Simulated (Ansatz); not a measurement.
ZnS (Wurtzite-2H):

```xyz
4
Lattice="3.8110 0.0000 0.0000 -1.9055 3.3004 0.0000 0.0000 0.0000 6.2340" Properties=species:S:1:pos:R:3 pbc="T T T"
Zn    1.9055    1.1001    3.1170
Zn    0.0000    2.2003    0.0000
S     1.9055    1.1001    5.5171
S     0.0000    2.2003    2.4001
```

Base run:

```yaml
Program: Ansatz 0.2.0
Functional: RPBE
Potentials_or_basis: Ansatz PAW
Cutoff: "420 eV (not typed: the program's choice for these potentials)"
k_mesh: 8 × 8 × 5
Occupations: fermi-dirac, width 0.05 eV
Spin: no spin polarisation
```

Its results: band gap on the k mesh 2.42 eV, direct; pressure 4.9 GPa; largest force 0.326 eV/Å.

Problem. The run is repeated on the same cell with these changes: functional from RPBE to revPBE. What comes out?

Solution. Band gap on the k mesh 2.38 eV, direct; pressure 4.2 GPa; largest force 0.324 eV/Å.

Caveats: the PAW data sets come from PBE, with cores solved anew for the run's functional, which leaves a small shift of forces and pressure.
